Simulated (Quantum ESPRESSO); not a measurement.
Pt under changes of volume

One of the cells (15.815 Å³/atom); the others are scaled copies at fixed shape and fractional positions:

```xyz
2
Lattice="2.7607 0.0000 0.0000 -1.3803 2.3908 0.0000 0.0000 0.0000 4.7921" Properties=species:S:1:pos:R:3 pbc="T T T"
Pt    0.0000    1.5939    1.1980
Pt    1.3803    0.7969    3.5941
```

This isn't the form of Pt at room conditions, which is fcc.

```yaml
Program: Quantum ESPRESSO 7.5
Functional: LDA
Potentials_or_basis: GBRV 1.5 LDA
Cutoff: 612 eV
Density_cutoff: 4898 eV
k_mesh: 11 × 11 × 6
Occupations: fermi-dirac, width 0.05 eV
Spin: no spin polarisation
```

| volume (Å³/atom) | energy over the lowest point (meV/atom) | pressure (GPa) |
| --- | --- | --- |
| 14.866 | 0.00 | -0.8 |
| 15.182 | 6.57 | -6.8 |
| 15.498 | ? | ? |
| 15.815 | 51.69 | -16.6 |
| 16.131 | 87.53 | -20.5 |
| 16.447 | 130.64 | -24.0 |
| 16.763 | 180.15 | -26.9 |

**Question.** What does the run at 15.498 Å³/atom give?

**Answer.** Energy over the lowest point 24.30 meV/atom; pressure -12.0 GPa.

Worked out: A Birch-Murnaghan fit of order 3 (a polynomial in V^(-2/3)) to the other rows has its minimum at 14.85 Å³/atom, just outside them, with B0 = V·E''(V) = 305 GPa and B' = 5.4 at fixed shape and positions, which overstates the stiffness. It gives 24.24 meV/atom at 15.498 Å³/atom, against the run's 24.30, and -dE/dV = -11.5 GPa, against -12.0.

Energies are extrapolated to zero smearing.
